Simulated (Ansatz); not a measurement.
**InPd under changes of volume**

One of the cells (17.513 Å³/atom); the others are scaled copies at fixed shape and fractional positions:

```
In Pd
1.0
     3.27188    0.00000    0.00000
     0.00000    3.27188    0.00000
     0.00000    0.00000    3.27188
In Pd
1 1
Direct
  0.00000 0.00000 0.00000
  0.50000 0.50000 0.50000
```

The cell comes from a database or a generator and needn't be the stable form of this composition.

```yaml
Program: Ansatz 0.2.0
Functional: PBEsol
Potentials_or_basis: Ansatz PAW
Cutoff: "420 eV (not typed: the program's choice for these potentials)"
k_mesh: 8 × 8 × 8
Occupations: fermi-dirac, width 0.05 eV
Spin: no spin polarisation
```

| volume (Å³/atom) | energy over the lowest point (meV/atom) | pressure (GPa) |
| --- | --- | --- |
| 16.462 | ? | ? |
| 16.813 | 2.32 | 2.6 |
| 17.163 | 0.00 | -0.4 |
| 17.513 | 3.75 | -3.0 |
| 17.863 | 12.79 | -5.3 |
| 18.214 | 26.54 | -7.3 |
| 18.564 | 44.44 | -9.0 |

Problem. What does the run at 16.462 Å³/atom give?

Solution. Energy over the lowest point 11.58 meV/atom; pressure 6.0 GPa.

Worked out: A Birch-Murnaghan fit of order 3 (a polynomial in V^(-2/3)) to the other rows has its minimum at 17.12 Å³/atom with B0 = V·E''(V) = 137 GPa and B' = 5.1. It gives 11.48 meV/atom at 16.462 Å³/atom, against the run's 11.58, and -dE/dV = 5.9 GPa, against 6.0.

Energies are extrapolated to zero smearing.

Caveats: the PAW data sets come from PBE, with cores solved anew for the run's functional, which leaves a small shift of forces and pressure.
